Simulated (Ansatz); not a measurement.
BeSe in the zincblende structure at its r2SCAN geometry, run in the PAW code Ansatz at 2 levels of theory. No magnetic order and no zero-point or thermal motion.

The PBE+SOC input:
```yaml
crystal:
  lattice:
    - [0.0, 2.5810353743, 2.5810353743]
    - [2.5810353743, 0.0, 2.5810353743]
    - [2.5810353743, 2.5810353743, 0.0]
  atoms:
    - { symbol: Be, position: [0.0, 0.0, 0.0] }
    - { symbol: Se, position: [0.25, 0.25, 0.25] }
kpoints:
  mp_grid: { grid: [8, 8, 8] }
  band_path:
    path:
      - [0.0, 0.0, 0.0]
      - [-0.5, -0.5, 0.0]
      - [-0.375, -0.375, 0.25]
      - [-0.375, 0.0, 0.375]
      - [0.0, 0.0, 0.5]
      - [-0.5, -0.25, 0.25]
    npoints: 1
hamiltonian:
  xc: pbe
scf:
  occupations: { method: fixed }
  n_extra_bands: 8
magnetization:
  noncollinear: true
  spin_orbit: true
output:
  forces: true
  stress: true
  eigenvalues: true
```

Main results, then, where recorded, the levels near the gap in eV from the Fermi energy (columns number the bands from 0), one row a point of the path (Γ, X, U, K, L, W):
```
Crystal: 2 atoms, lattice volume = 34.388 Å³
Symmetry: 24 space group operations + 24 with time reversal
Magnetic group: BNS 216.75 (UNI 1577)
```
```
Basis set: ecut = 420 eV, 645 PW (Γ)
Bands: 26, of which v1, the nominal top of the filled ones, is band 18 counted from 1 (17 counted from 0)
k-points: 29 of 512 (time reversal used)
Free energy (F): -5563.598921 eV
Fermi energy:    6.980798 eV
--- Stress (GPa, compression-positive) ---
        0.704906       0.000000       0.000000
        0.000000       0.704906       0.000000
        0.000000       0.000000       0.704906
  P = ⅓ Tr σ = 0.7049 GPa (7.049 kbar)
```
```tsv
band_10	band_11	band_12	band_13	band_14	band_15	band_16	band_17	band_18	band_19	band_20	band_21	band_22	band_23
-13.872	-13.872	-0.438	-0.438	0.000	0.000	0.000	0.000	4.148	4.148	4.867	4.867	4.889	4.889
-12.107	-12.107	-5.170	-5.170	-2.854	-2.854	-2.662	-2.662	2.513	2.513	4.077	4.077	11.404	11.404
-12.124	-12.124	-4.805	-4.706	-4.161	-4.044	-2.323	-2.320	3.622	3.635	6.647	6.701	9.499	9.511
-12.124	-12.124	-4.805	-4.706	-4.161	-4.044	-2.323	-2.320	3.622	3.635	6.647	6.701	9.499	9.511
-12.556	-12.556	-5.782	-5.782	-1.326	-1.326	-1.082	-1.082	4.161	4.161	5.825	5.825	5.852	5.852
-12.073	-12.073	-4.591	-4.433	-4.001	-3.805	-3.376	-3.362	5.993	5.997	6.957	6.958	7.243	7.249
```

With PBE+SOC the valence top lies at Γ and the conduction bottom at X, 2.51 eV higher; the smallest vertical gap, at Γ, is 4.15 eV.

Question: Another run on the same cell gave
```
Basis set: ecut = 420 eV, 645 PW (Γ)
Bands: 13, of which v1, the nominal top of the filled ones, is band 9 counted from 1 (8 counted from 0)
k-points: 16 of 216 (time reversal used)
hybrid outer 1: dexx = +4.331e-3 eV, tail = 4.89e-5 eV
hybrid outer 2: dexx = +2.850e-7 eV, tail = 1.68e-8 eV, Δε = 2.32e-3 eV
Free energy (F): -5565.207292 eV
Fermi energy:    5.916908 eV
--- Stress (GPa, compression-positive) ---
       -0.680105       0.000000       0.000000
        0.000000      -0.680105       0.000000
        0.000000       0.000000      -0.680105
  P = ⅓ Tr σ = -0.6801 GPa (-6.801 kbar)
```
```tsv
band_5	band_6	band_7	band_8	band_9	band_10	band_11
-15.101	0.000	0.000	0.000	6.051	6.793	6.793
-13.098	-5.610	-2.880	-2.880	4.173	5.822	13.978
-13.118	-5.147	-4.358	-2.400	5.362	8.623	11.809
-13.118	-5.147	-4.358	-2.400	5.362	8.623	11.809
-13.611	-6.271	-1.163	-1.163	6.006	7.773	7.773
-13.059	-4.885	-4.132	-3.546	7.817	9.090	9.198
```
Which level of theory and mesh gave it?

Answer: It is PBE0, judged by the exchange loop and the size of the gap (a near hybrid could fit too), on 6×6×6; the blocks that differ from the first input, but for the band path:
```yaml
kpoints:
  mp_grid: { grid: [6, 6, 6] }
hamiltonian:
  xc: pbe0
scf:
  occupations: { method: fixed }
  n_extra_bands: 4
```
(magnetization left out)
With PBE0 the valence top lies at Γ and the conduction bottom at X, 4.17 eV higher; the smallest vertical gap, at Γ, is 6.05 eV. The mean pressure is -0.7 GPa (compression positive), so PBE0 would shrink the cell's volume. (The program warns that its thresholds are loose for a hybrid's stress.)

Small level splittings and stresses of the hybrids carry the error of their coarser meshes.

Totals of different functionals, or with and without spin-orbit coupling, can't be compared.

Only the levels marked +SOC include spin-orbit coupling.

The meshes of the hybrids are coarse, so their gaps aren't converged to the digits shown.
